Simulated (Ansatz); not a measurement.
Task: a G0W0 quasiparticle calculation of KI, space group Pm-3m, with the Ansatz DFT code, driven from Python. Give the script and its output. Settings: PBEsol, PAW, the default cutoff (420 eV here), 4×4×4 k-points, fixed occupations.

```yaml
crystal:
  lattice:
    - [4.29120, 0.00000, 0.00000]
    - [0.00000, 4.29120, 0.00000]
    - [0.00000, 0.00000, 4.29120]
  atoms:
    - { symbol: K, position: [0.00000, 0.00000, 0.00000] }
    - { symbol: I, position: [0.50000, 0.50000, 0.50000] }
```

The script, `gw.py`:
```python
import logging
import sys

import ansatz as az

logging.basicConfig(stream=sys.stdout, format="%(name)s: %(message)s")
logger = logging.getLogger("ansatz_job")
logger.setLevel(logging.INFO)

lattice = az.Lattice.of(
    [4.29119666, 0.0, 0.0],
    [0.0, 4.29119666, 0.0],
    [0.0, 0.0, 4.29119666],
)
sites = [
    ("K", [0.0, 0.0, 0.0]),
    ("I", [0.5, 0.5, 0.5]),
]
structure = az.Crystal(lattice=lattice)
for symbol, position in sites:
    structure = structure.atom(symbol, position)

setup = structure.calculation()
setup = setup.functional("PBEsol")
setup = setup.kpoints(4, 4, 4)
setup = setup.pseudopotentials("paw").occupations("fixed")
setup = setup.gw(empty_bands=100, screening_cutoff=80, quasiparticle_bands=("v3", "c1"))
events = []
res = setup.session().plan().execute(on_event=events.append, runs_dir="gw_run")
gw = next(e["data"] for e in events if e["event"] == "gw_qp")
top = gw["frontier_bands"]["highest_filled_band"]
for qp in gw["qp"]:
    if qp["ik"] == 0:
        print("band", qp["band"], "shift", round(qp["e_qp_ev"] - qp["eps_ks_ev"], 3), "eV, Z =", round(qp["z"], 3))
for key, label in (("eps_ks_ev", "Kohn-Sham"), ("e_qp_ev", "G0W0")):
    filled = max(qp[key] for qp in gw["qp"] if qp["band"] <= top)
    empty = min(qp[key] for qp in gw["qp"] if qp["band"] > top)
    logger.info(f"{label} gap on the mesh: {empty - filled:.3f} eV")
print("static dielectric eigenvalues (RPA, this mesh):", [round(e, 3) for e in gw["screening"][0]["eps_tensor_eigenvalues"]])
```

Running `python gw.py` prints:
```text
DeckWarning: basis.ecutwfc = 420 eV, auto-derived from the records' recommended cutoffs: set by K (normal level)
band 11 shift -1.14 eV, Z = 0.811
band 12 shift -1.14 eV, Z = 0.811
band 13 shift -1.14 eV, Z = 0.811
band 14 shift 0.745 eV, Z = 0.847
ansatz_job: Kohn-Sham gap on the mesh: 3.182 eV
ansatz_job: G0W0 gap on the mesh: 5.004 eV
static dielectric eigenvalues (RPA, this mesh): [3.206, 3.206, 3.206]
```
(Warnings from the package without file and line.)

This cell is a computed structure, which may not be the phase found in nature. Mesh, empty bands and screening cutoff are small, so the quasiparticle gap isn't converged, and it is read on the mesh points alone. Spin-orbit coupling is left out, which matters for heavy elements. Timing: 14 s on 1 thread of Intel(R) Xeon(R) 6975P-C (Granite Rapids) (shared host), peak memory 0.46 GiB.
